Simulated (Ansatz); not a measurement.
# C: the cost of one run

Program: the Python package of Ansatz 0.2.0. The levels of theory stand in the script. These are calculated values, not measurements.

## Step 1: The structure

It takes space group Cmme (No. 67, orthorhombic). The conventional cell has a = 2.456 Å, b = 4.254 Å, c = 7.173 Å, α = 90.00°, β = 90.00°, γ = 90.00°. C (site symmetry m) is surrounded by 3 C at 1.42 Å.

No structure file is read: the coordinates are typed or built in the script.

## Step 2: The code

c.py

```python
import ansatz as az
import numpy as np

def edges_and_angles(cell):
    cell = np.asarray(cell)
    a, b, c = np.linalg.norm(cell, axis=1)
    cosines = cell[1] @ cell[2] / (b * c), cell[0] @ cell[2] / (a * c), cell[0] @ cell[1] / (a * b)
    return (a, b, c, *np.degrees(np.arccos(cosines)))


def main() -> None:
    lattice = az.Lattice.of(
        (1.22805, -2.12706, 0.0),
        (1.22805, 2.12706, 0.0),
        (0.0, 0.0, 7.17327),
    )
    sites = [
        ('C', (0.08338, 0.91662, 0.75314)),
        ('C', (0.58338, 0.41662, 0.24686)),
        ('C', (0.91662, 0.08338, 0.24686)),
        ('C', (0.41662, 0.58338, 0.75314)),
    ]
    crystal = az.Crystal(lattice=lattice)
    for symbol, position in sites:
        crystal = crystal.atom(symbol, position)

    calculation = (
        crystal.calculation()
        .basis(450)
        .kpoints(11, 11, 4)
        .occupations('fermi_dirac', width=0.15)
        .relax(cell=True, max_steps=60)
    )

    levels = [('blyp', 'd3bj'), ('pbesol', 'd3bj'), ('lda', 'none')]
    print('level            a       b       c    alpha   beta  gamma  V/atom  steps')
    for name, dispersion in levels:
        seen = []
        run = calculation.functional(name, dispersion=dispersion).session().plan()
        res = run.execute(on_event=lambda e: seen.append(e) if e['event'] == 'relax_step' else None)
        cell = res.lattice.cell_ang
        label = name if dispersion == 'none' else f'{name}+{dispersion}'
        print('{:13s} {:7.4f} {:7.4f} {:7.4f} {:6.2f} {:6.2f} {:6.2f}'.format(label, *edges_and_angles(cell)), f'{abs(np.linalg.det(cell)) / len(res.lattice.sites):7.3f} {len(seen):5d}')


if __name__ == '__main__':
    main()
```

## Step 3: The calls as engine input

The engine receives this input (first run):

```yaml
crystal:
  lattice:
    - [1.22805, -2.12706, 0.0]
    - [1.22805, 2.12706, 0.0]
    - [0.0, 0.0, 7.17327]
  atoms:
    - { symbol: C, position: [0.08338, 0.91662, 0.75314] }
    - { symbol: C, position: [0.58338, 0.41662, 0.24686] }
    - { symbol: C, position: [0.91662, 0.08338, 0.24686] }
    - { symbol: C, position: [0.41662, 0.58338, 0.75314] }
basis:
  ecutwfc: 450.0
kpoints:
  mp_grid:
    grid: [11, 11, 4]
hamiltonian:
  xc: blyp
  dispersion: d3bj
scf:
  occupations:
    method: fermi_dirac
    width: 0.15
relax:
  max_steps: 60
  cell: {}
```

## Step 4: Running it

Run with:

```bash
$ python c.py
```

**Question.** How long does this script take on 1 thread of Arm Neoverse V2, shared host, and how much memory does it need?

About 60 s, with a peak of 0.42 GiB.
